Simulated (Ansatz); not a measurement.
Crystal: BeS.

```
S Be
1.0
     0.00000    2.42500    2.42500
     2.42500    0.00000    2.42500
     2.42500    2.42500    0.00000
S Be
1 1
Direct
  0.75000 0.75000 0.75000
  0.00000 0.00000 0.00000
```

| Property | Result |
| --- | --- |
| Program | Ansatz 0.2.0 |
| Task | relaxation of cell and atoms |
| Functional | B3LYP |
| Potentials or basis | Ansatz PAW |
| Cutoff | 420 eV (not typed: the program's choice for these potentials) |
| k mesh | 5 × 5 × 5 |
| Occupations | fermi-dirac, width 0.05 eV |
| Spin | no spin polarisation |

At the start: volume 14.26 Å³/atom.

Problem. How do energy, volume and symmetry change on relaxing?

Solution. It ends after 4 steps and the volume is 14.69 Å³/atom (+3.0 %); space group F-43m (No. 216, to 0.05 Å).

Step by step:
| step | energy change (eV) | largest force (eV/Å) | volume (Å³) |
| --- | --- | --- | --- |
| 1 | 0.0000 | 0.0000 | 28.52 |
| 2 | -0.0065 | 0.0000 | 29.03 |
| 3 | -0.0077 | 0.0000 | 29.37 |
| 4 | -0.0078 | 0.0000 | 29.37 |

Final structure:
```yaml
crystal:
  lattice:
    - [0.00000, 2.44887, 2.44887]
    - [2.44887, 0.00000, 2.44887]
    - [2.44887, 2.44887, 0.00000]
  atoms:
    - { symbol: S, position: [0.75000, 0.75000, 0.75000] }
    - { symbol: Be, position: [0.00000, 0.00000, 0.00000] }
```

Caveat: the k mesh is coarse (spacing up to 0.45 Å⁻¹), so the values aren't converged, least of all with exact exchange; the plane-wave basis is chosen anew once the cell has moved, so the energies of steps on either side of that aren't comparable; the PAW data sets come from PBE, with cores solved anew for the run's functional, which leaves a small shift of forces and pressure.
